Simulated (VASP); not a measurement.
Crystal: Ir.

```xyz
1
Lattice="0.0000 1.9156 1.9156 1.9156 0.0000 1.9156 1.9156 1.9156 0.0000" Properties=species:S:1:pos:R:3 pbc="T T T"
Ir    0.0000    0.0000    0.0000
```

Program: VASP 6.6.1. Alike in all runs: task single point; potentials or basis VASP PAW PBE potentials, release 64 (Ir); no spin polarisation; cell as given; k mesh 12 × 12 × 12.

**Question.** Order these runs on this cell by their pressure, lowest first.
A. level PBEsol; cutoff (eV) 500; smearing gaussian 0.02 eV
B. level RPBE+D3+U; U Ir d U = 1 eV, J = 0.9 eV; cutoff (eV) 520; smearing methfessel-paxton 0.2 eV; LDAUTYPE 1; hund's J 0.9
C. level RPBE; cutoff (eV) 520; smearing gaussian 0.02 eV
D. level PBE; cutoff (eV) 520; smearing fermi-dirac 0.05 eV

**Answer.** A (0.2 GPa), B (2.5 GPa), D (11.8 GPa), C (15.7 GPa).

Caveats: the PAW data sets were made with another functional, which shifts forces and pressure a little (some runs); U without spin polarisation on a metal has little footing (some runs); pairwise dispersion overbinds metals, which lowers pressure and volume (some runs); the U is typed as a test and isn't derived for this compound (some runs); so large a pressure means that the cell lies far from this level's equilibrium, or that cutoff or potentials fall short (some runs); the potentials were made for another functional, which shifts forces and pressure (some runs).

Not every run made on this cell is shown here.
